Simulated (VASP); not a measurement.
A run of VASP 6.6.1 is set up as follows.

File INCAR:

```
PREC = Accurate
ENCUT = 900
EDIFF = 1E-8
ISMEAR = 0
SIGMA = 0.1
LREAL = False
LASPH = True
NELM = 100
ALGO = Normal
ISIF = 2
LWAVE = False
LCHARG = False
GGA = PE
ADDGRID = False
```

File KPOINTS:

```
regular mesh
0
Gamma
  23 23 12
```

File POSCAR:

```
P
1.0
    2.4246941115      0.0000000000      0.0000000000
    0.0000000000      2.4385351442      0.0000000000
   -0.0203144631      0.0000000000      4.8524328982
P
2
Direct
   -0.0009640000     -0.0137570000      0.7520410000
    1.0088450000      0.0001830000      0.2407300000
```

Potentials or basis: VASP PAW PBE potentials, release 64 (P).

Run with:

```sh
$ cat potpaw_PBE.64/P/POTCAR > POTCAR
$ mpirun -np 1 vasp_std > vasp.out
```

Problem. Predict the largest force.

Solution. 0.111 eV/Å.

Problem. Estimate the band gap on the k mesh.

Solution. None (metal or under the smearing width).

Forces in eV/Å, atoms in the order of the input:
```
P    0.041  0.060 -0.084
P   -0.041 -0.060  0.084
```
